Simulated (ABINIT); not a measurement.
**Zn: single point with PBEsol**

Crystal: Zn.

```
Zn
1.0
     2.67000    0.00000    0.00000
    -1.33500    2.31229    0.00000
     0.00000    0.00000    4.96600
Zn
2
Direct
  0.66542 0.31974 0.74893
  0.32257 0.68013 0.25107
```

The cell isn't the ideal one: atoms moved at random, drawn with an rms of 0.05 Å.

```
Program             : ABINIT 10.8.3 (patched build)
Task                : single point
Functional          : PBEsol
Potentials or basis : PseudoDojo NC SR PBEsol v0.4.1 standard
Cutoff              : 1143 eV
k mesh              : 11 × 11 × 6
Occupations         : fermi-dirac, width 0.05 eV
Spin                : no spin polarisation
```

* Pressure: -5.7 GPa
* Largest force: 0.045 eV/Å
* Band gap on the k mesh: none (metal or under the smearing width)
* Valence electrons inside the program's atomic spheres: Zn 18.10 (radii [1.0584] Å)

Forces on the atoms (eV/Å):
```
Zn  -0.026  0.031  0.019
Zn   0.026 -0.031 -0.019
```

Stress tensor (GPa, compression positive):
```
-5.71 -0.08 -0.01
-0.08 -5.86  0.01
-0.01  0.01 -5.64
```

Levels at points of the mesh, in eV from the Fermi level:
| k point | band 17 | band 18 | band 19 | band 20 | band 21 | band 22 | band 23 | band 24 |
| --- | --- | --- | --- | --- | --- | --- | --- | --- |
| (0.00, 0.00, 0.00) | -7.02 | -6.86 | -6.82 | -3.49 | -2.91 | 13.53 | 17.12 | 17.38 |
| (0.00, 0.00, 0.50) | -6.93 | -6.93 | -6.93 | -6.92 | 4.61 | 4.68 | 18.66 | 18.68 |

It took 2.8 min on 4 MPI ranks on Arm Neoverse V1 (shared host), peak memory 0.64 GiB a rank.
